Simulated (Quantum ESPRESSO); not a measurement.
Crystal: BaS.

```
Ba S
1.0
     0.00000    3.19375    3.19375
     3.19375    0.00000    3.19375
     3.19375    3.19375    0.00000
Ba S
1 1
Direct
  0.00000 0.00000 0.00000
  0.50000 0.50000 0.50000
```

Base run:

- Program: Quantum ESPRESSO 7.5
- Functional: PBE
- Potentials or basis: PseudoDojo 0.4.1 SR PBE standard
- Cutoff: 707 eV
- Density cutoff: 2830 eV
- k mesh: 6 × 6 × 6, shifted
- Occupations: fermi-dirac, width 0.05 eV
- Spin: no spin polarisation

Its results: pressure 1.1 GPa; electronic dielectric tensor (diagonal) 4.84.

Problem. After a change of settings the same cell gave: pressure -0.8 GPa; electronic dielectric tensor (diagonal) 5.00. Which change was it?
A. functional from PBE to LDA; potentials or basis from PseudoDojo 0.4.1 SR PBE standard to PseudoDojo 0.4.1 SR LDA standard; cutoff from 707 eV to 735 eV; density cutoff from 2830 eV to 2939 eV
B. functional from PBE to WC
C. functional from PBE to BLYP

Solution. B.

WC binds more tightly than PBE, so the same cell stands under less pressure.

Caveats: this release of the barium file is off; the potentials were made for another functional, which shifts forces and pressure (some runs).
